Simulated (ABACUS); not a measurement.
# MoS2 (R3m) in ABACUS: reference runs

Reference runs on MoS2: the cell as given and a disturbed copy.

All numbers are computed with ABACUS 3.10.1; they aren't measurements. Logs are shortened: lines on timing, memory, paths and dates and some standing lists are left out, and cuts for length are marked.

## 1. The structure

Symmetry: R3m, No. 160, trigonal system. The conventional cell has a = 3.160 Å, b = 3.160 Å, c = 18.450 Å, α = 90.00°, β = 90.00°, γ = 120.00°. Mo (site symmetry 3m) has 6 S at 2.39 Å as nearest neighbours. Around S (site symmetry 3m) lie 3 Mo at 2.39 Å. Around S (site symmetry 3m) lie 3 Mo at 2.39 Å.

Measurements of this composition are mostly on another form, of space group No. 194.

## 2. Single point, PBEsol

The input, INPUT:

```
INPUT_PARAMETERS
suffix              MoS2
calculation         scf
basis_type          pw
pseudo_dir          ./
symmetry            1
dft_functional      pbesol
ecutwfc             81
pseudo_rcut         7
nspin               1
nbands              17
ks_solver           dav
smearing_method     fd
smearing_sigma      0.00367493
scf_thr             1e-08
scf_nmax            100
mixing_type         broyden
mixing_beta         0.7
cal_force           1
cal_stress          1
out_chg             1
out_pot             2
out_elf             1
```

The input, STRU:

```
ATOMIC_SPECIES
Mo 95.9500 Mo.upf
S 32.0600 S.upf

LATTICE_CONSTANT
1.8897261246

LATTICE_VECTORS
1.5800000000 0.9122134253 6.1500000000
-1.5800000000 0.9122134253 6.1500000000
0.0000000000 -1.8244268506 6.1500000000

ATOMIC_POSITIONS
Direct

Mo
0.0
1
0.0000000000 0.0000000000 0.0000000000 1 1 1

S
0.0
2
0.4170000000 0.4170000000 0.4170000000 1 1 1
0.2500000000 0.2500000000 0.2500000000 1 1 1
```

The input, KPT:

```
K_POINTS
0
Gamma
10 10 10 0 0 0
```

Potentials or basis: PseudoDojo NC SR 0.4.1 PBEsol standard, plane waves.

On the command line:

```console
$ OMP_NUM_THREADS=1 mpirun -np 4 abacus > log
```

running log:

```text
ABACUS v3.10.1

               Atomic-orbital Based Ab-initio Computation at UStc

 ------------------------------------------------------------------------------------

 READING GENERAL INFORMATION
                           global_out_dir = OUT.MoS2/
                           global_in_card = INPUT
                               pseudo_dir = ./
                              orbital_dir =
                                    DSIZE = 4
                                    GSIZE = 1

 READING UNITCELL INFORMATION
                                    ntype = 2
                  lattice constant (Bohr) = 1.88973
              lattice constant (Angstrom) = 1

 READING ATOM TYPE 1
                               atom label = Mo
                      L=0, number of zeta = 1
                      L=1, number of zeta = 1
                      L=2, number of zeta = 1
             number of atom for this type = 1

 READING ATOM TYPE 2
                               atom label = S
                      L=0, number of zeta = 1
                      L=1, number of zeta = 1
                      L=2, number of zeta = 1
             number of atom for this type = 2

                        TOTAL ATOM NUMBER = 3
DIRECT COORDINATES
    atom                   x                   y                   z     mag                  vx                  vy                  vz
taud_Mo1            0.0000000000        0.0000000000        0.0000000000  0.0000        0.0000000000        0.0000000000        0.0000000000
taud_S1            0.4170000000        0.4170000000        0.4170000000  0.0000        0.0000000000        0.0000000000        0.0000000000
taud_S2            0.2500000000        0.2500000000        0.2500000000  0.0000        0.0000000000        0.0000000000        0.0000000000

                          Volume (Bohr^3) = 358.903
                             Volume (A^3) = 53.1838

 Lattice vectors: (Cartesian coordinate: in unit of a_0)
                +1.58           +0.912213               +6.15
                -1.58           +0.912213               +6.15
                   +0            -1.82443               +6.15
 Reciprocal vectors: (Cartesian coordinate: in unit of 2 pi/a_0)
            +0.316456           +0.182706          +0.0542005
            -0.316456           +0.182706          +0.0542005
                   +0           -0.365412          +0.0542005
 The esolver type has been set to : ksdft_pw

                PAO radial cut off (Bohr) = 7

 Read in pseudopotential file is Mo.upf
                     pseudopotential type = NC
          exchange-correlation functional = PBESOL
                 nonlocal core correction = 1
                        valence electrons = 14
                                     lmax = 2
                           number of zeta = 4
                     number of projectors = 6
                           L of projector = 0
[... 5 lines left out ...]
                PAO radial cut off (Bohr) = 7

 Read in pseudopotential file is S.upf
                     pseudopotential type = NC
          exchange-correlation functional = PBESOL
                 nonlocal core correction = 1
                        valence electrons = 6
                                     lmax = 2
                           number of zeta = 2
                     number of projectors = 6
                           L of projector = 0
                           L of projector = 0
                           L of projector = 1
                           L of projector = 1
                           L of projector = 2
                           L of projector = 2
     initial pseudo atomic orbital number = 18

 SETUP THE ELECTRONS NUMBER
            electron number of element Mo = 14
      total electron number of element Mo = 14
             electron number of element S = 6
       total electron number of element S = 12
            AUTOSET number of electrons:  = 26
                           occupied bands = 13
                                   NBANDS = 17
                                   NLOCAL = 27

%%%%%%%%%%%%%%%%%%%%%%%%%%%%%%%%%%%%%%%%%%%%%%%%%%%%%%%%%%%%%%%%%%%%%%%%%%%%%%%%%%%%%%%%%%%%%%%%%%%%%%%%%%
 Warning: the number of valence electrons in pseudopotential > 6 for Mo: [Kr] 4d5 5s1
 Pseudopotentials with additional electrons can yield (more) accurate outcomes, but may be less efficient.
 If you're confident that your chosen pseudopotential is appropriate, you can safely ignore this warning.
%%%%%%%%%%%%%%%%%%%%%%%%%%%%%%%%%%%%%%%%%%%%%%%%%%%%%%%%%%%%%%%%%%%%%%%%%%%%%%%%%%%%%%%%%%%%%%%%%%%%%%%%%%

 SETUP THE PLANE WAVE BASIS
 energy cutoff for charge/potential (unit:Ry) = 324
            fft grid for charge/potential = [ 72, 72, 72 ]
                        fft grid division = [ 1, 1, 1 ]
        big fft grid for charge/potential = [ 72, 72, 72 ]
                                     nbxx = 93312
                                     nrxx = 93312

 SETUP PLANE WAVES FOR CHARGE/POTENTIAL
                    number of plane waves = 35353
                         number of sticks = 1811

 PARALLEL PW FOR CHARGE/POTENTIAL
     PROC   COLUMNS(POT)             PW
        1            453           8839
[... 74 lines left out ...]
                     BRAVAIS LATTICE NAME = 07. Rhombohedral (Trigonal) cell
                                    ibrav = 7
                       right hand lattice = 1
                        ROTATION MATRICES = 12
                               nkstot_ibz = 116
K-POINTS REDUCTION ACCORDING TO SYMMETRY
     IBZ    DIRECT_X    DIRECT_Y    DIRECT_Z  WEIGHT  ibz2bz
       1  0.00000000  0.00000000  0.00000000  0.0010       0
       2  0.10000000  0.00000000  0.00000000  0.0060       1
       3  0.20000000  0.00000000  0.00000000  0.0060       2
       4  0.30000000  0.00000000  0.00000000  0.0060       3
       5  0.40000000  0.00000000  0.00000000  0.0060       4
       6  0.50000000  0.00000000  0.00000000  0.0030       5
[... 22 lines left out ...]
      29  0.50000000  0.40000000  0.00000000  0.0120      45
      30 -0.40000000  0.40000000  0.00000000  0.0060      46
[... 86 further k points ...]

                               nkstot now = 116
[... K-POINTS DIRECT COORDINATES: 116 rows ...]

           k-point number in this process = 116
       minimum distributed K point number = 116
[... stars of the k points ...]

[... K-POINTS CARTESIAN COORDINATES: 116 rows ...]

[... K-POINTS DIRECT COORDINATES: 116 rows ...]

 SETUP PLANE WAVES FOR WAVE FUNCTIONS
     energy cutoff for wavefunc (unit:Ry) = 81
              fft grid for wave functions = [ 72, 72, 72 ]
                    number of plane waves = 6199
                         number of sticks = 569

 PARALLEL PW FOR WAVE FUNCTIONS
     PROC   COLUMNS(POT)             PW
        1            142           1550
        2            143           1550
        3            142           1549
        4            142           1550
 --------------- sum -------------------
        4            569           6199

 SETUP NONLOCAL PSEUDOPOTENTIALS IN PLANE WAVE BASIS
 Mo non-local projectors:
 projector 1 L=0
 projector 2 L=0
 projector 3 L=1
 projector 4 L=1
 projector 5 L=2
 projector 6 L=2
 S non-local projectors:
 projector 1 L=0
 projector 2 L=0
 projector 3 L=1
 projector 4 L=1
 projector 5 L=2
 projector 6 L=2
      TOTAL NUMBER OF NONLOCAL PROJECTORS = 54

 Init Non-Local PseudoPotential table :
 Init Non-Local-Pseudopotential done.

                                     npwx = 1122

 Make real space PAO into reciprocal space.
       max mesh points in Pseudopotential = 701
     dq(describe PAO in reciprocal space) = 0.01
                                    max q = 1084

 number of pseudo atomic orbitals for Mo is 4
WARNING: norm of atomic wavefunction # 3 of atomic type Mo is 0.999077, renormalized
WARNING: norm of atomic wavefunction # 4 of atomic type Mo is 0.989366, renormalized

 number of pseudo atomic orbitals for S is 2
WARNING: norm of atomic wavefunction # 1 of atomic type S is 0.999996, renormalized
WARNING: norm of atomic wavefunction # 2 of atomic type S is 0.999702, renormalized

 -------------------------------------------
 SELF-CONSISTENT
 -------------------------------------------
                                 init_chg = atomic

 PW ALGORITHM --------------- ION=   1  ELEC=   1--------------------------------

 Density error is 0.523480481841
                          Error Threshold = 0.01
----------------------------------------------------------
     Energy           Rydberg                 eV
----------------------------------------------------------
 E_KohnSham     -184.5876664732      -2511.4440445586
 E_Harris       -191.5672525708      -2606.4061851674
 E_Fermi        0.8964062563         12.1962328082
----------------------------------------------------------
[... 99 lines left out ...]
 Density error is 3.09948451065e-09
                          Error Threshold = 8.23748744174e-11
----------------------------------------------------------
     Energy           Rydberg                 eV
----------------------------------------------------------
 E_KohnSham     -184.8333276338      -2514.7864361203
 E_KS(sigma->0) -184.8333275842      -2514.7864354464
 E_Harris       -184.8326742500      -2514.7775463779
 E_band         -11.2965924404       -153.6980251729
 E_one_elec     -87.6815685468       -1192.9689418141
 E_Hartree      54.9820464582        748.0691195320
 E_xc           -33.1834084513       -451.4834339989
 E_Ewald        -118.9503969948      -1618.4031784914
 E_entropy(-TS) -0.0000000991        -0.0000013479
 E_descf        0.0000000000         0.0000000000
 E_exx          0.0000000000         0.0000000000
 E_Fermi        0.8461178744         11.5120242715
----------------------------------------------------------

 charge density convergence is achieved
 final etot is -2514.7864361 eV
 EFERMI = 11.512024272 eV
The vacuum level is 10.240396422 eV

 STATE ENERGY(eV) AND OCCUPATIONS    NSPIN == 1
 1/116 kpoint (Cartesian) = 0.0000 0.0000 0.0000 (1110 pws)
       1       -50.3950     0.00200000
       2       -24.5947     0.00200000
       3       -24.3532     0.00200000
       4       -24.3532     0.00200000
       5       -4.03037     0.00200000
       6       -2.28618     0.00200000
[... 9 lines left out ...]
      16        13.5569    3.46164e-21
[... 82 lines left out ...]
       4       -24.4480     0.00600000
       5       -1.98689     0.00600000
       6       -1.70162     0.00600000
[... 9 lines left out ...]
      16        14.5328    3.46606e-29
      17        14.5927    1.04721e-29

[... levels at 110 further k points ...]

------------------------------------------------------------------------------------------
 TOTAL-FORCE (eV/Angstrom)
------------------------------------------------------------------------------------------
                       Mo1         0.0000000000         0.0000000000         0.0863280721
                        S1         0.0000000000         0.0000000000         0.1846575619
                        S2         0.0000000000         0.0000000000        -0.2709856340
------------------------------------------------------------------------------------------

----------------------------------------------------------------
 TOTAL-STRESS (KBAR)
----------------------------------------------------------------
        -5.8036255068         0.0000000000        -0.0000000000
        -0.0000000000        -5.8036255070         0.0000000000
         0.0000000000         0.0000000000        23.9467192848
----------------------------------------------------------------
 TOTAL-PRESSURE: 4.113156 KBAR

 --------------------------------------------
 !FINAL_ETOT_IS -2514.7864361202819055 eV
 --------------------------------------------
```

Run time: 58 s. Hardware: 4 MPI ranks of AMD EPYC 9R45 (Zen 5), shared host; peak memory 0.44 GiB.

What came out:

- Free energy: -2514.7864 eV
- Pressure: 0.4 GPa
- Largest force: 0.271 eV/Å
- Band gap on the k mesh: 0.91 eV, indirect (least direct gap 1.96 eV)

Forces on the atoms (eV/Å):
```
Mo   0.000  0.000  0.086
S    0.000  0.000  0.185
S    0.000  0.000 -0.271
```

Levels at points of the mesh, in eV from the valence-band top:
```tsv
k point	band 11	band 12	band 13	band 14	band 15	band 16
(0.00, 0.00, 0.00)	-2.36	-1.27	-1.21	2.01	2.01	2.45
(0.50, 0.00, 0.00)	-2.36	-1.67	-1.53	1.56	1.99	3.42
(0.50, 0.50, 0.00)	-2.94	-1.86	-1.36	1.52	2.11	2.95
(0.50, 0.50, 0.50)	-2.33	-2.33	0.00	2.11	2.11	2.31
```

A k mesh can miss the band edges. Expect the measured gap to be larger: semilocal functionals such as PBEsol lack the derivative discontinuity.

(Continued in part 2 of 2.)
